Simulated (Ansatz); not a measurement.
# Gd (fcc): the equilibrium volume, part 2 of 2

Aim: the volume at which the pressure of Gd (fcc) vanishes. The run doesn't test whether this is the element's stable form.

Ansatz 0.2.0; DFT r²SCAN, scalar-relativistic, plane waves, PAW (the target; the first runs use scalar-relativistic PBE).

### 6 Next volume: 33.214 Å³/atom

File input.yaml:

```yaml
crystal:
  lattice:
    - [0.0, 2.5513074555, 2.5513074555]
    - [2.5513074555, 0.0, 2.5513074555]
    - [2.5513074555, 2.5513074555, 0.0]
  atoms:
    - { symbol: Gd, position: [0.0, 0.0, 0.0], spin: 8.42 }
basis:
  ecutwfc: 500
  ecutrho_ratio: 4
kpoints:
  mp_grid: { grid: [14, 14, 14] }
hamiltonian:
  xc: r2scan
scf:
  occupations: { method: gaussian, width: 0.05 }
output:
  forces: true
  stress: true
  eigenvalues: true
  populations: true
magnetization:
  spin_polarized: true
```

Log, cut to the lines that bear on the results:

```text
Warning: where an SCF of this run starts from atoms to list the orders of its open shells, Gd (site 0, from 0) starts with 6.64 μB on its 4f shell and 0.64 μB on its 5d shell, in the place of the 8.42 μB that the deck gives it: its open shells can hold no more by Hund's first rule. To [...]
Warning: RAYON_NUM_THREADS=2 ignored (pool sized by the plan → 2); use --threads N
Gd: projections on atomic orbitals take those of the free atom [Kr 4d10] 4f7 5s2 5p6 5d1 6s2, of charge +0.00 (hamiltonian.pseudopotentials.projection_atoms); the dataset's partial waves leave at most 2.5e-4 of an orbital's norm unspanned inside its sphere
[...]
Pseudopotentials: kind: paw
Pseudopotential: Gd, paw, valence charge 18, recommended cutoff 500 eV (meta_gga), Gd.paw.azcp
Functional definition: r2SCAN
[...]
Crystal: 1 atoms, lattice volume = 33.214 Å³
Basis set: ecut = 500 eV, 869 PW (Γ), exchange–correlation on 108×108×108 points (64 copies of the dense FFT grid, shifted against one another)
[...]
SCF converged after 18 iterations
Magnetization: 8.0401 μB (13.0200 up, 4.9800 down)
Absolute magnetization: 8.0490 μB (∫|ρ↑−ρ↓|, with the PAW one-centre terms)
Spin contamination: 0.0290 ħ² per cell (⟨S²⟩ above its minimum at these occupations)
Per-site moments (μB) at R_I (Å): [(7.656656797269174, 1.4883386122075728)]
Free energy (F): -9346.163939 eV
[...]
E sigma→0 (E₀):  -9346.163179 eV
Entropy (-TS):   -0.001519 eV (-1.519 meV/atom)
Fermi energy:    12.222649 eV
[...]
--- Forces (eV/Å), atoms counted from 1 ---
  atom   1  Gd    -0.00000000     0.00000000     0.00000000
[...]
--- Stress (GPa, compression-positive) ---
        1.342028       0.000000      -0.000000
        0.000000       1.342028       0.000000
       -0.000000       0.000000       1.342028
  P = ⅓ Tr σ = 1.3420 GPa (13.420 kbar)
--- Band table (eV; the first three rows and the last of 208) ---
  k-point 0 ↑: bands = ["-34.9335", "-11.3255", "-11.3255", "-11.3255", "6.5167", "6.6132", "6.6357", "6.6357", "6.6357", "6.7274", "6.7274", "6.7274", "13.3973", "13.3973", "13.3973", "15.9421", "15.9421", "20.8560"]
[...]
--- Löwdin populations: 1 site ---
  site symbol       q [e]    m [muB]
     0     Gd     17.9363     8.0151
  spilling = 0.003541 (of n_electrons = 18.000000)
```

It took 32 s on 2 threads of an Arm CPU, shared host; peak memory 0.51 GiB.

Read off: volume 33.214 Å³/atom, pressure 1.34 GPa, metallic, moments in the atoms' spheres Gd 7.66 μB.

### 7 Next volume: 34.466 Å³/atom

input.yaml, as its differences from that of step 6:

```diff
@@ -2,5 +2,5 @@
   lattice:
-    - [0.0, 2.5513074555, 2.5513074555]
-    - [2.5513074555, 0.0, 2.5513074555]
-    - [2.5513074555, 2.5513074555, 0.0]
+    - [0.0, 2.5829721246, 2.5829721246]
+    - [2.5829721246, 0.0, 2.5829721246]
+    - [2.5829721246, 2.5829721246, 0.0]
   atoms:
```

Log, cut to the lines that bear on the results:

```text
Warning: where an SCF of this run starts from atoms to list the orders of its open shells, Gd (site 0, from 0) starts with 6.64 μB on its 4f shell and 0.64 μB on its 5d shell, in the place of the 8.42 μB that the deck gives it: its open shells can hold no more by Hund's first rule. To [...]
Warning: RAYON_NUM_THREADS=2 ignored (pool sized by the plan → 2); use --threads N
Gd: projections on atomic orbitals take those of the free atom [Kr 4d10] 4f7 5s2 5p6 5d1 6s2, of charge +0.00 (hamiltonian.pseudopotentials.projection_atoms); the dataset's partial waves leave at most 2.5e-4 of an orbital's norm unspanned inside its sphere
[...]
[... 3 set-up lines as earlier in the session ...]
[...]
Crystal: 1 atoms, lattice volume = 34.466 Å³
Basis set: ecut = 500 eV, 893 PW (Γ), exchange–correlation on 108×108×108 points (64 copies of the dense FFT grid, shifted against one another)
[...]
SCF converged after 16 iterations
Magnetization: 8.0847 μB (13.0423 up, 4.9577 down)
Absolute magnetization: 8.0875 μB (∫|ρ↑−ρ↓|, with the PAW one-centre terms)
Spin contamination: 0.0283 ħ² per cell (⟨S²⟩ above its minimum at these occupations)
Per-site moments (μB) at R_I (Å): [(7.681300302396574, 1.5068106115593993)]
Free energy (F): -9346.169208 eV
[...]
E sigma→0 (E₀):  -9346.168126 eV
Entropy (-TS):   -0.002164 eV (-2.164 meV/atom)
Fermi energy:    11.686002 eV
[...]
--- Forces (eV/Å), atoms counted from 1 ---
  atom   1  Gd     0.00000000    -0.00000000    -0.00000000
[...]
--- Stress (GPa, compression-positive) ---
        0.068052      -0.000000       0.000000
       -0.000000       0.068052       0.000000
       -0.000000       0.000000       0.068052
  P = ⅓ Tr σ = 0.0681 GPa (0.681 kbar)
--- Band table (eV; the first three rows and the last of 208) ---
  k-point 0 ↑: bands = ["-35.5321", "-11.9512", "-11.9512", "-11.9512", "5.9227", "6.0307", "6.0307", "6.0307", "6.1132", "6.1132", "6.1132", "6.1353", "12.8475", "12.8475", "12.8475", "15.2968", "15.2968", "20.2324"]
[...]
--- Löwdin populations: 1 site ---
  site symbol       q [e]    m [muB]
     0     Gd     17.9250     8.0486
  spilling = 0.004165 (of n_electrons = 18.000000)
```

It took 29 s on 2 threads of an Arm CPU, shared host; peak memory 0.52 GiB.

In short: volume 34.466 Å³/atom, pressure 0.07 GPa, a metal on this mesh, moments in the atoms' spheres Gd 7.68 μB.

### 8 Next volume: 34.540 Å³/atom

File input.yaml:

```yaml
crystal:
  lattice:
    - [0.0, 2.5848336017, 2.5848336017]
    - [2.5848336017, 0.0, 2.5848336017]
    - [2.5848336017, 2.5848336017, 0.0]
  atoms:
    - { symbol: Gd, position: [0.0, 0.0, 0.0], spin: 8.45 }
basis:
  ecutwfc: 500
  ecutrho_ratio: 4
kpoints:
  mp_grid: { grid: [14, 14, 14] }
hamiltonian:
  xc: r2scan
scf:
  occupations: { method: gaussian, width: 0.05 }
output:
  forces: true
  stress: true
  eigenvalues: true
  populations: true
magnetization:
  spin_polarized: true
```

Log, cut to the lines that bear on the results:

```text
Warning: where an SCF of this run starts from atoms to list the orders of its open shells, Gd (site 0, from 0) starts with 6.64 μB on its 4f shell and 0.64 μB on its 5d shell, in the place of the 8.45 μB that the deck gives it: its open shells can hold no more by Hund's first rule. To [...]
Warning: RAYON_NUM_THREADS=2 ignored (pool sized by the plan → 2); use --threads N
Gd: projections on atomic orbitals take those of the free atom [Kr 4d10] 4f7 5s2 5p6 5d1 6s2, of charge +0.00 (hamiltonian.pseudopotentials.projection_atoms); the dataset's partial waves leave at most 2.5e-4 of an orbital's norm unspanned inside its sphere
[...]
[... 3 set-up lines as earlier in the session ...]
[...]
Crystal: 1 atoms, lattice volume = 34.540 Å³
Basis set: ecut = 500 eV, 893 PW (Γ), exchange–correlation on 108×108×108 points (64 copies of the dense FFT grid, shifted against one another)
[...]
SCF converged after 16 iterations
Magnetization: 8.0887 μB (13.0443 up, 4.9557 down)
Absolute magnetization: 8.0912 μB (∫|ρ↑−ρ↓|, with the PAW one-centre terms)
Spin contamination: 0.0282 ħ² per cell (⟨S²⟩ above its minimum at these occupations)
Per-site moments (μB) at R_I (Å): [(7.6835388770506885, 1.507896528600757)]
Free energy (F): -9346.169220 eV
[...]
E sigma→0 (E₀):  -9346.168143 eV
Entropy (-TS):   -0.002154 eV (-2.154 meV/atom)
Fermi energy:    11.655791 eV
[...]
--- Forces (eV/Å), atoms counted from 1 ---
  atom   1  Gd     0.00000000    -0.00000000     0.00000000
[...]
--- Stress (GPa, compression-positive) ---
       -0.000259       0.000000       0.000000
        0.000000      -0.000259      -0.000000
        0.000000       0.000000      -0.000259
  P = ⅓ Tr σ = -0.0003 GPa (-0.003 kbar)
--- Band table (eV; the first three rows and the last of 208) ---
  k-point 0 ↑: bands = ["-35.5668", "-11.9873", "-11.9873", "-11.9873", "5.8882", "5.9956", "5.9956", "5.9956", "6.0776", "6.0776", "6.0776", "6.1074", "12.8155", "12.8155", "12.8155", "15.2595", "15.2595", "20.1967"]
[...]
--- Löwdin populations: 1 site ---
  site symbol       q [e]    m [muB]
     0     Gd     17.9243     8.0518
  spilling = 0.004207 (of n_electrons = 18.000000)
```

Wall time 28 s (2 threads of an Arm CPU, shared host); peak memory 0.52 GiB.

This gives: volume 34.540 Å³/atom, pressure 0.00 GPa, a metal on this mesh, moments in the atoms' spheres Gd 7.68 μB.

### 9 The volume search in one table

```
step   level      mesh  relaxed  volume (Å³/atom)  pressure (GPa)
   2     PBE     6×6×6  nothing            33.163           -0.34
   3     PBE     6×6×6  nothing            33.030           -0.21
   4     PBE     6×6×6  nothing            32.813           -0.01
   5  r²SCAN  14×14×14  nothing            32.813            1.83
   6  r²SCAN  14×14×14  nothing            33.214            1.34
   7  r²SCAN  14×14×14  nothing            34.466            0.07
   8  r²SCAN  14×14×14  nothing            34.540            0.00
```

How the cell compares, before and after:

| cell as typed | before | after | change |
| --- | --- | --- | --- |
| a (Å) | 3.606 | 3.656 | +1.4 % |
| b (Å) | 3.606 | 3.656 | +1.4 % |
| c (Å) | 3.606 | 3.656 | +1.4 % |
| volume (Å³/atom) | 33.163 | 34.540 | +4.2 % |
| shortest distance (Å) | 3.606 | 3.656 | +1.4 % |
| space group | Fm-3m | Fm-3m | same |

### 10 Results

What follows sums up all 2 parts. Changes of volume or cell count from the first structure of part 1.

```
               quantity                                                                      value
                 volume                                                             34.540 Å³/atom
               pressure                                                                   0.00 GPa
      conventional cell  a = 5.170 Å, b = 5.170 Å, c = 5.170 Å, α = 90.00°, β = 90.00°, γ = 90.00°
        gap on the mesh                                                               none (metal)
spin moments in spheres                                                                 Gd 7.68 μB
```

What this shows: From the first run shown, the volume went from 33.16 to 34.54 Å³/atom (+4.2 %) in 7 runs, where the pressure is zero within 0.01 GPa. r²SCAN puts the volume about 5 % above the PBE estimate, which also had a coarser mesh. The largest moment went from 7.22 to 7.68 μB on the way, so the electronic state changed with volume or level. No U acts on the 4f shell, so its levels can lie too near the Fermi level. Spin–orbit coupling is left out, though the cell holds Gd; it splits the 4f levels.
